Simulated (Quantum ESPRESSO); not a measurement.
Runs of Quantum ESPRESSO 7.5 on CeO. Symmetry: Fm-3m, No. 225, cubic system. The conventional cell has a = 4.852 Å, b = 4.852 Å, c = 4.852 Å, α = 90.00°, β = 90.00°, γ = 90.00°. Around Ce (site symmetry m-3m) lie 6 O at 2.43 Å. O (site symmetry m-3m) is surrounded by 6 Ce at 2.43 Å. The cell comes from a database or a generator and needn't be the stable form of this composition.

```tsv
spin	U	fixed moment (μB)	magnetic state asked for	moments locked	gap on the mesh (eV)	pressure (GPa)	moment (μB)
collinear, ferromagnetic start	Ce f U = 5 eV	-	free	none	0.58	12.7	0.00
collinear, zero start	Ce f U = 1 eV	0.0	nm_spin	total	-	7.3	0.00
collinear, ferromagnetic start	Ce f U = 3 eV	-	free	none	(a)	9.8	0.00
collinear, ferromagnetic start	Ce f U = 1 eV	1.0	fm	total	-	10.6	1.00
off	Ce f U = 1 eV	-	nm	none	(c)	(b)	-
```

Alike in all rows: task single point; level LDA+U; potentials or basis SSSP 1.3 efficiency PBE; cell as given; k mesh 3 × 3 × 3; cutoff (eV) 748; smearing gaussian 0.05 eV; the mesh is coarse, so values aren't converged.

Task: Estimate the missing entries.

Result: (a) 0.56; (b) 7.2; (c) 0.46.

Caveats: all runs use coarse meshes; the potentials were made for another functional, which shifts forces and pressure; spin-orbit coupling is left out, which moves the levels of the heavy elements; the magnetic or orbital state may not be the lowest (some runs); an odd mesh through Γ misses points on the zone boundary, where band edges often lie (some runs); the total moment is fixed, so each spin has its own Fermi level (some runs).

A k mesh can miss the band edges, and the runs leave out spin-orbit coupling on Ce.

A gap of «none» marks a metal or a gap under the smearing width.
